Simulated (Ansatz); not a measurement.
We consider cubic perovskite CsPbI3 (cubic high-temperature phase), described by r²SCAN-D4 (Ansatz, a quantum-chemistry and plane-wave program, PAW).

Run with plane-wave cutoff 560 eV, 6×6×6 k mesh, Fermi–Dirac smearing 0.01 eV, scalar-relativistic PAW data made under PBE.

Computed at the level's own relaxed cell.

Q: Estimate the equilibrium volume per atom, lattice constant a, band gap and Γ–Γ gap that the calculation returns.

A: 
- equilibrium volume per atom = 50.18 Å³/atom
- lattice constant a = 6.307 Å
- band gap = 1.66 eV
- Γ–Γ gap = 4.91 eV

Note: the relaxation could not lower the start's symmetry, so the cell can be a saddle point above a distorted one.

Spin–orbit coupling is not included; with these elements it can move the gap by several tenths of an eV or more.

Static lattice: no zero-point or thermal effects.

Cost on a shared machine: very roughly 4 core-minutes.
